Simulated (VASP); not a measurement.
# TiSe2 in VASP: relaxation of cell and atoms with PBE+D3(BJ)

Aim: the relaxation of cell and atoms of TiSe2 with PBE+D3(BJ).

The COD entry that gives the cell may itself be a prediction, so a difference from it is no test against experiment.

All numbers are computed with VASP 6.6.1; they aren't measurements. Logs are shortened: lines on timing, memory, paths and dates and some standing lists are left out, and cuts for length are marked.

## 1. The slab as given

The cell holds a slab with vacuum, 6 atoms: a = 3.481 Å, b = 3.481 Å, c = 27.068 Å, α = 90.00°, β = 90.00°, γ = 120.00°.

## 2. Relaxation of cell and atoms, PBE+D3(BJ)

INCAR reads:

```
SYSTEM = TiSe2
ALGO = Normal ; EDIFF = 1E-7
EDIFFG = -0.005 ; ENCUT = 600
GGA = PE ; IBRION = 2
ISIF = 3 ; ISMEAR = 0
IVDW = 12 ; KPAR = 4
LASPH = .True. ; LATTICE_CONSTRAINTS = .TRUE. .TRUE. .FALSE.
LCHARG = .False. ; LREAL = .False.
LWAVE = .False. ; NELM = 80
NSW = 90 ; PREC = Accurate
SIGMA = 0.03
```

KPOINTS reads:

```
k-points
0
Gamma
  12 12 1
  0 0 0
```

POSCAR reads:

```
TiSe2                                   
1.0
    3.4811364334      0.0000000000      0.0000000000
   -1.7405682167      3.0147525875      0.0000000000
    0.0000000000      0.0000000000     27.0684416000
  Se              Ti            
     4     2
Direct
     0.6666666699999979    0.3333333300000021    0.3327489368118267
     0.3333333300000021    0.6666666699999979    0.4481912166227375
     0.6666666699999979    0.3333333300000021    0.5518087833772625
     0.3333333300000021    0.6666666699999979    0.6672510631881732
     0.0000000000000000    0.0000000000000000    0.3908286424951126
     0.0000000000000000    0.0000000000000000    0.6091713575048876
```

Potentials or basis: VASP PAW PBE potentials, release 64 (Se, Ti_sv).

Run with:

```
$ cat potpaw_PBE.64/Se/POTCAR potpaw_PBE.64/Ti_sv/POTCAR > POTCAR
$ mpirun -np 4 vasp_std > vasp.out
```

OUTCAR:

```text
SYSTEM = TiSe2
   EDIFF = 1E-7
   EDIFFG = -0.005
   ENCUT = 600
   GGA = PE
   IBRION = 2
   ISIF = 3
   ISMEAR = 0
   IVDW = 12
   LASPH = .True.
   LREAL = .False.
   NELM = 80
   NSW = 90
   PREC = Accurate
 IVDW          = 12

 ion  position               nearest neighbor table
   1  0.667  0.333  0.333-   5 2.55   5 2.55   5 2.55
   2  0.333  0.667  0.448-   5 2.54   5 2.54   5 2.54
   3  0.667  0.333  0.552-   6 2.54   6 2.54   6 2.54
   4  0.333  0.667  0.667-   6 2.55   6 2.55   6 2.55
   5  0.000  0.000  0.391-   2 2.54   2 2.54   2 2.54   1 2.55   1 2.55   1 2.55
   6  0.000  0.000  0.609-   3 2.54   3 2.54   3 2.54   4 2.55   4 2.55   4 2.55

  LATTYP: Found a hexagonal cell.
 ALAT       =     3.4811364334
 C/A-ratio  =     7.7757485574

  Lattice vectors:

 A1 = (   3.4811364334,   0.0000000000,   0.0000000000)
 A2 = (  -1.7405682167,   3.0147525875,   0.0000000000)
 A3 = (   0.0000000000,   0.0000000000,  27.0684416000)

Analysis of symmetry for initial positions (statically):
=====================================================================
 Subroutine PRICEL returns:
 Original cell was already a primitive cell.

 Routine SETGRP: Setting up the symmetry group for a
 hexagonal supercell.

 Subroutine GETGRP returns: Found 12 space group operations
 (whereof 12 operations were pure point group operations)
 out of a pool of 24 trial point group operations.

The static configuration has the point symmetry D_3d.

Analysis of symmetry for dynamics (positions and initial velocities):
=====================================================================
 Subroutine PRICEL returns:
 Original cell was already a primitive cell.

 Routine SETGRP: Setting up the symmetry group for a
 hexagonal supercell.

 Subroutine GETGRP returns: Found 12 space group operations
 (whereof 12 operations were pure point group operations)
 out of a pool of 24 trial point group operations.

The dynamic configuration has the point symmetry D_3d.

 Subroutine INISYM returns: Found 12 space group operations
 (whereof 12 operations are pure point group operations),
 and found     1 'primitive' translations

----------------------------------------------------------------------------------------

[... 95 lines left out ...]
   LREAL  =      F    real-space projection
   EDIFFG = -.5E-02   stopping-criterion for IOM
   NSW    =     90    number of steps for IOM
   IBRION =      2    ionic relax: 0-MD 1-quasi-New 2-CG
   NFREE  =      1    steps in history (QN), initial steepest desc. (CG)
   ISIF   =      3    stress and relaxation
   ISYM   =      2    0-nonsym 1-usesym 2-fastsym
   POTIM  = 0.5000    time-step for ionic-motion
   TEBEG  =    0.0;   TEEND  =   0.0 temperature during run
   PSTRESS=    0.0 pullay stress
   NELECT =      48.0000    total number of electrons
   NUPDOWN=      -1.0000    fix difference up-down
   EMIN   =  10.00;   EMAX   =-10.00  energy-range for DOS
   EFERMI =   0.00;   METHOD = LEGACY
   ISMEAR =     0;   SIGMA  =   0.03  broadening in eV -4-tet -1-fermi 0-gaus
   EFERMI_NEDOS =   21; number of points for ismear=-14 and -15
   IALGO  =     38    algorithm
   IMIX   =      4    mixing-type and parameters
     AMIX     =   0.40;   BMIX     =  1.00
     AMIX_MAG =   1.60;   BMIX_MAG =  1.00
  volume/ion in A,a.u.               =      47.35       319.51
  Fermi-wavevector in a.u.,A,eV,Ry     =   0.905058  1.710312 11.144949  0.819131
  Thomas-Fermi vector in A             =   2.028580
   LORBIT       =      0    0 simple, 1 ext, 2 COOP (PROOUT), +10 PAW based schemes
   GGA     = PE    functional components
   LHFCALC =     F    Hartree Fock is set to
   AEXX    =    0.0000 exact exchange contribution
   IVDW    =    12    specifies the selected vdW correction
   LEPSILON=     F    determine dielectric tensor
   LRPA    =     F    only Hartree local field effects (RPA)
 conjugate gradient relaxation of ions
 non-spin polarized calculation
 Gauss-broadening in eV      SIGMA  =   0.03
  energy-cutoff  :      600.00
  volume of cell :      284.08
 maximum number of plane-waves:      9519
 NGX is ok and might be reduce to    28
   NGX = 13   NGY = 13   NGZ =109

 number of electron      48.0000007 magnetization

 Free energy of the ion-electron system (eV)
  ---------------------------------------------------
  ext. energy  EPLUGINS =         0.00000000
  ---------------------------------------------------
  free energy    TOTEN  =       -36.31723980 eV

  energy without entropy =      -36.31671221  energy(sigma->0) =      -36.31697600

 E-fermi :  -0.7050     XC(G=0):  -4.9063

 val. band max:       -0.7619559037   @ k =   0.0833   0.0000   0.0000
 cond. band min:      -0.6879768766   @ k =   0.5000   0.0000   0.0000
 fundamental gap:      0.0739790271
 Fermi energy:        -0.7050296149

 k-point     1 :       0.0000    0.0000    0.0000
  band No.  band energies     occupation
      1     -58.2429      2.00000
      2     -58.2429      2.00000
      3     -34.4738      2.00000
      4     -34.4738      2.00000
      5     -34.4558      2.00000
      6     -34.4558      2.00000
[... 578 lines left out ...]
     27       0.6782      0.00000
     28       0.6782      0.00000

------------------------ aborting loop because EDIFF is reached ----------------------------------------

 Edisp (eV)   -2.24386

 E8    (eV) :    -1.0053

  FORCE on cell =-STRESS in cart. coord.  units (eV):
  Direction    XX          YY          ZZ          XY          YZ          ZX
  --------------------------------------------------------------------------------------
  -------------------------------------------------------------------------------------
  Total      -0.00320    -0.00320    -0.02353     0.00000     0.00000     0.00000
  in kB      -0.01804    -0.01804    -0.13272     0.00000     0.00000     0.00000
  external pressure =       -0.06 kB  Pullay stress =        0.00 kB

 VOLUME and BASIS-vectors are now :
 -----------------------------------------------------------------------------
  energy-cutoff  :      600.00
  volume of cell :      284.08
      direct lattice vectors                 reciprocal lattice vectors
     3.481136433  0.000000000  0.000000000     0.287262513  0.165851089  0.000000000
    -1.740568217  3.014752587  0.000000000     0.000000000  0.331702178  0.000000000
     0.000000000  0.000000000 27.068441600     0.000000000  0.000000000  0.036943390

 POSITION                                       TOTAL-FORCE (eV/Angst)
 -----------------------------------------------------------------------------------
      1.74057      1.00492      9.00700         0.000000     -0.000000      0.000611
     -0.00000      2.00984     12.13184        -0.000000      0.000000      0.002880
      1.74057      1.00492     14.93660         0.000000     -0.000000     -0.002880
     -0.00000      2.00984     18.06145        -0.000000      0.000000     -0.000611
      0.00000      0.00000     10.57912         0.000000     -0.000000     -0.002960
      0.00000      0.00000     16.48932         0.000000      0.000000      0.002960
 -----------------------------------------------------------------------------------
    total drift:                                0.000000      0.000000      0.000000

  FREE ENERGIE OF THE ION-ELECTRON SYSTEM (eV)
  ---------------------------------------------------
  free  energy   TOTEN  =       -38.5611034805 eV

  energy  without entropy=      -38.5605758998  energy(sigma->0) =      -38.56083969

 reached required accuracy - stopping structural energy minimisation
```

OSZICAR:

```text
N       E                     dE             d eps       ncg     rms          rms(c)
DAV:   1     0.512725844066E+03    0.51273E+03   -0.23635E+04  1248   0.165E+03
DAV:   2     0.303194250952E+02   -0.48241E+03   -0.47161E+03  1344   0.406E+02
DAV:   3    -0.347034070628E+02   -0.65023E+02   -0.63440E+02  1700   0.135E+02
DAV:   4    -0.416581557644E+02   -0.69547E+01   -0.69287E+01  1700   0.390E+01
[... 19 lines left out ...]
DAV:  24    -0.363172374610E+02   -0.29475E-05   -0.10492E-07   864   0.116E-03    0.451E-04
DAV:  25    -0.363172388978E+02   -0.14368E-05   -0.36426E-08   808   0.640E-04    0.397E-04
DAV:  26    -0.363172395832E+02   -0.68545E-06   -0.30265E-08   804   0.856E-04    0.148E-04
DAV:  27    -0.363172397655E+02   -0.18231E-06   -0.87862E-09   756   0.425E-04    0.515E-05
DAV:  28    -0.363172397952E+02   -0.29671E-07   -0.32260E-09   760   0.281E-04
   1 F= -.38561103E+02 E0= -.38560840E+02  d E =-.385611E+02
```

Wall time 92 s (4 MPI ranks of Intel Xeon Platinum 8488C (Sapphire Rapids), shared host); peak memory 0.51 GiB.

Results:

* Free energy: -38.5611 eV
* Band gap on the k mesh: none (metal or under the smearing width)
* Dispersion energy per atom: -0.374 eV

Forces in eV/Å, atoms in the order of the input:
```
Se   0.000  0.000  0.001
Se   0.000  0.000  0.003
Se   0.000  0.000 -0.003
Se   0.000  0.000 -0.001
Ti   0.000  0.000 -0.003
Ti   0.000  0.000  0.003
```

Final structure:
```
Se Ti
1.0
     3.48114    0.00000    0.00000
    -1.74057    3.01475    0.00000
     0.00000    0.00000   27.06844
Se Ti
4 2
Direct
  0.66667 0.33333 0.33275
  0.33333 0.66667 0.44819
  0.66667 0.33333 0.55181
  0.33333 0.66667 0.66725
  0.00000 0.00000 0.39083
  0.00000 0.00000 0.60917
```

Levels at points of the mesh, in eV from the Fermi level:
| k point | band 21 | band 22 | band 23 | band 24 | band 25 | band 26 | band 27 | band 28 |
| --- | --- | --- | --- | --- | --- | --- | --- | --- |
| (0.00, 0.00, 0.00) | 0.49 | 0.49 | 0.52 | 0.52 | 0.53 | 0.53 | 0.64 | 0.68 |
| (0.50, 0.00, 0.00) | -2.24 | -1.54 | -1.13 | -0.89 | -0.14 | 0.02 | 1.48 | 1.48 |

Caveat: the relaxation stopped at its first step, so nothing moved.
